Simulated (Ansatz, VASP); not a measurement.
**Y: VASP beside Ansatz**

```xyz
2
Lattice="3.6474 0.0000 0.0000 -1.8237 3.1587 0.0000 0.0000 0.0000 5.7306" Properties=species:S:1:pos:R:3 pbc="T T T"
Y     1.8237    1.0529    4.2980
Y     0.0000    2.1058    1.4326
```

Alike in both runs: task band structure; functional revPBE; k mesh 8 × 8 × 5; occupations fermi-dirac, width 0.05 eV; no spin polarisation.

```csv
,VASP,Ansatz
version,VASP 6.6.1,Ansatz 0.2.0
potentials or method,"VASP PAW PBE potentials, release 64 (Y_sv)",Ansatz PAW
plane-wave cutoff (eV),520,420
valence electrons in the cell,22,22
```

Ansatz gave:

* gap on the k mesh at the Fermi level (eV): none
* pressure (GPa): 1.0
* largest component of the traceless stress (GPa): 0.27

**Question.** What did VASP give for the same quantities?

**Answer.** gap on the k mesh at the Fermi level (eV): none; pressure (GPa): 0.9; largest component of the traceless stress (GPa): 0.27.

A gap of «none» marks a metal or a gap that the smearing closes. The functional is the same, so the differences come from potentials, cutoffs and numerics.

Caveats: the PAW data sets were made with another functional, which shifts forces and pressure a little (VASP); the PAW data sets come from PBE, with cores solved anew for the run's functional, which leaves a small shift of forces and pressure (Ansatz).
